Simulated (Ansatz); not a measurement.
The system is Te2Mo.

```
Te Mo
1.0
     6.33000    0.00000    0.00000
     0.00000    3.46900    0.00000
    -0.94679    0.00000   13.82762
Te Mo
8 4
Direct
  0.94370 0.75000 0.60450
  0.05630 0.25000 0.39550
  0.90300 0.25000 0.85140
  0.09700 0.75000 0.14860
  0.41120 0.75000 0.89550
  0.58880 0.25000 0.10450
  0.44320 0.25000 0.64840
  0.55680 0.75000 0.35160
  0.81670 0.75000 0.99260
  0.18330 0.25000 0.00740
  0.68190 0.25000 0.49340
  0.31810 0.75000 0.50660
```

| Quantity | Value |
| --- | --- |
| Program | Ansatz 0.2.0 |
| Task | relaxation of cell and atoms |
| Functional | LDA |
| Potentials or basis | Ansatz PAW |
| Cutoff | 420 eV (not typed: the program's choice for these potentials) |
| k mesh | 4 × 8 × 2 |
| Occupations | fermi-dirac, width 0.05 eV |
| Spin | no spin polarisation |

At the start: volume 25.30 Å³/atom.

**Question.** Where does the relaxation end?

**Answer.** It ends after 7 steps and the volume is 24.02 Å³/atom (-5.1 %); space group P2_1/m (No. 11, to 0.05 Å).

The path:
```csv
step,energy change (eV),largest force (eV/Å),volume (Å³)
1,0.0000,0.4101,303.64
2,-0.1209,0.0873,293.50
3,-0.1314,0.0957,287.02
4,-0.1356,0.1021,287.85
5,-0.1377,0.0105,288.13
6,-0.1378,0.0030,288.28
7,-0.1345,0.0031,288.28
```

Final structure:
```
Te Mo
1.0
     6.29730    0.00000    0.04946
     0.00000    3.44367    0.00000
    -0.83385    0.00000   13.28700
Te Mo
8 4
Direct
  0.94167 0.75000 0.60510
  0.05833 0.25000 0.39490
  0.90781 0.25000 0.84680
  0.09219 0.75000 0.15320
  0.41572 0.75000 0.89519
  0.58428 0.25000 0.10481
  0.43851 0.25000 0.65282
  0.56149 0.75000 0.34718
  0.81809 0.75000 0.99256
  0.18191 0.25000 0.00744
  0.68024 0.25000 0.49357
  0.31976 0.75000 0.50643
```

Caveat: the plane-wave basis is chosen anew once the cell has moved, so the energies of steps on either side of that aren't comparable; the PAW data sets come from PBE, with cores solved anew for the run's functional, which leaves a small shift of forces and pressure.
